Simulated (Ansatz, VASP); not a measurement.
WC in VASP and in Ansatz

```xyz
2
Lattice="2.9005 0.0000 0.0000 -1.4503 2.5119 0.0000 0.0000 0.0000 2.9139" Properties=species:S:1:pos:R:3 pbc="T T T"
W     0.0000    0.0000    0.0000
C     1.4503    0.8373    1.4569
```

Change from the starting cell: zz strain of +3 %.

Alike in both runs: task single point; functional PBEsol; k mesh 13 × 13 × 12; occupations fermi-dirac, width 0.05 eV; no spin polarisation.

|  | VASP | Ansatz |
| --- | --- | --- |
| version | VASP 6.6.1 | Ansatz 0.2.0 |
| potentials or method | VASP PAW PBE potentials, release 64 (W_sv, C), cutoff 520 eV | all-electron LAPW, scalar-relativistic |

|  | VASP | Ansatz | Ansatz less VASP |
| --- | --- | --- | --- |
| pressure (GPa) | -11.8 | -12.8 | -1.00 |
| largest component of the traceless stress (GPa) | 14.47 | 14.65 | +0.173 |

Ansatz ran all-electron here, so the differences hold the error of VASP's frozen core and of both bases.

Caveats: the PAW data sets were made with another functional, which shifts forces and pressure a little (VASP). The runs have no spin-orbit coupling, so splittings on W are missing.
